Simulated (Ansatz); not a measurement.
## CsSnI3: phonons with PBEsol

Crystal: CsSnI3.

```xyz
5
Lattice="6.2057 0.0000 0.0000 0.0000 6.2057 0.0000 0.0000 0.0000 6.2057" Properties=species:S:1:pos:R:3 pbc="T T T"
Cs    0.0000    0.0000    0.0000
I     3.1029    3.1029    0.0000
I     3.1029    0.0000    3.1029
I     0.0000    3.1029    3.1029
Sn    3.1029    3.1029    3.1029
```

| Property | Result |
| --- | --- |
| Program | Ansatz 0.2.0 |
| Task | phonons |
| Functional | PBEsol |
| Potentials or basis | all-electron LAPW, scalar-relativistic |
| Cutoff | 190 eV (chosen from the basis error) |
| Basis error allowed | 0.002 eV/atom |
| k mesh | 5 × 5 × 5 |
| Occupations | fermi-dirac, width 0.05 eV |
| Spin | no spin polarisation |

The band gap on the k mesh is 1.73 eV, direct. The highest phonon frequency at Γ, LO-TO splitting left out is 61 cm⁻¹.

Levels at points of the mesh, in eV from the valence-band top:
```tsv
k point	band 60	band 61	band 62	band 63	band 64	band 65
(0.00, 0.00, 0.00)	-1.25	-1.25	-1.25	2.99	3.97	3.97
```

Phonon frequencies in cm⁻¹ (negative: imaginary):
| q point | frequencies |
| --- | --- |
| (0.000, 0.000, 0.000) | -12 -12 -12 0 0 0 25 25 25 40 40 40 61 61 61 |

Run time: 3.8 min on 4 threads of Intel(R) Xeon(R) Processor @ 2.50GHz (Skylake/Cascade Lake) (shared host), peak memory 0.91 GiB.

Caveat: some modes are imaginary; spin-orbit coupling is left out, which moves the levels of the heavy elements; an odd mesh through Γ misses points on the zone boundary, where band edges often lie; the cell was measured hot, at 500 K.
